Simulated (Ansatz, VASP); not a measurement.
Given: the input of a run of Ansatz 0.2.0 on GaSb.

Contents of input.yaml:

```yaml
crystal:
  lattice:
    - [0.0, 3.059, 3.059]
    - [3.059, 0.0, 3.059]
    - [3.059, 3.059, 0.0]
  atoms:
    - { symbol: Sb, position: [0.75, 0.75, 0.75] }
    - { symbol: Ga, position: [0.0, 0.0, 0.0] }
hamiltonian:
  xc: pbesol
  pseudopotentials: { kind: paw }
kpoints:
  mp_grid: { grid: [8, 8, 8] }
  band_path:
    path:
      - [[0.0, 0.0, 0.0], [0.5, 0.0, 0.5], [0.5, 0.25, 0.75], [0.375, 0.375, 0.75], [0.0, 0.0, 0.0], [0.5, 0.5, 0.5], [0.625, 0.25, 0.625], [0.5, 0.25, 0.75], [0.5, 0.5, 0.5], [0.375, 0.375, 0.75]]
      - [[0.625, 0.25, 0.625], [0.5, 0.0, 0.5]]
    npoints: 14
scf:
  occupations: { method: fermi_dirac, width: 0.05 }
  n_extra_bands: 6
output:
  forces: true
  stress: true
  eigenvalues: true
  fatbands: false
```

Potentials or basis: Ansatz PAW.

Command:

```console
$ ansatz run input.yaml --threads 2 --pin off --max-ram 5632MiB --backend cpu --events-out ev --progress --plain --runs-dir out
```

Task: Set up the same calculation for VASP 6.6.1. Potentials there: VASP PAW PBE potentials, release 64 (Sb, Ga_d).

Result: As run (the cutoff follows the program's own potentials):

INCAR

```
SYSTEM = GaSb
  ALGO = Fast
  EDIFF = 1E-6
  ENCUT = 520
  GGA = PS
  ISIF = 2
  ISMEAR = -1
  LASPH = .TRUE.
  LCHARG = .FALSE.
  LREAL = .FALSE.
  LWAVE = .FALSE.
  NELM = 60
  PREC = Accurate
  SIGMA = 0.05
```

The input KPOINTS:

```
k-points
0
G
  8 8 8
  0 0 0
```

File POSCAR:

```
GaSb
1.0
    0.0000000000      3.0590000000      3.0590000000
    3.0590000000      0.0000000000      3.0590000000
    3.0590000000      3.0590000000      0.0000000000
Sb Ga
1 1
Direct
    0.7500000000      0.7500000000      0.7500000000
    0.0000000000      0.0000000000      0.0000000000
```

Contents of KPOINTS_OPT:

```
path GXWKGLUWLK,UX
20
line-mode
reciprocal
 0.0000000000  0.0000000000  0.0000000000  G
 0.5000000000  0.0000000000  0.5000000000  X

 0.5000000000  0.0000000000  0.5000000000  X
 0.5000000000  0.2500000000  0.7500000000  W

 0.5000000000  0.2500000000  0.7500000000  W
 0.3750000000  0.3750000000  0.7500000000  K

 0.3750000000  0.3750000000  0.7500000000  K
 0.0000000000  0.0000000000  0.0000000000  G

 0.0000000000  0.0000000000  0.0000000000  G
 0.5000000000  0.5000000000  0.5000000000  L

 0.5000000000  0.5000000000  0.5000000000  L
 0.6250000000  0.2500000000  0.6250000000  U

 0.6250000000  0.2500000000  0.6250000000  U
 0.5000000000  0.2500000000  0.7500000000  W

 0.5000000000  0.2500000000  0.7500000000  W
 0.5000000000  0.5000000000  0.5000000000  L

 0.5000000000  0.5000000000  0.5000000000  L
 0.3750000000  0.3750000000  0.7500000000  K

 0.6250000000  0.2500000000  0.6250000000  U
 0.5000000000  0.0000000000  0.5000000000  X
```

Potentials or basis: VASP PAW PBE potentials, release 64 (Sb, Ga_d).

The run is started by

```console
$ cat potpaw_PBE.64/Sb/POTCAR potpaw_PBE.64/Ga_d/POTCAR > POTCAR
$ mpirun -np 1 vasp_std > vasp.out
```

Both were run:

|  | VASP | Ansatz | Ansatz less VASP |
| --- | --- | --- | --- |
| gap on the k mesh at the Fermi level (eV) | none | none | - |
| pressure (GPa) | -0.1 | -0.2 | -0.08 |

A gap of «none» marks a metal or a gap that the smearing closes. The two sets of potentials don't hold the same shells in valence.

Caveats: spin-orbit coupling is left out, which moves the levels of the heavy elements; the PAW data sets were made with another functional, which shifts forces and pressure a little (VASP); the PAW data sets come from PBE, with cores solved anew for the run's functional, which leaves a small shift of forces and pressure (Ansatz).
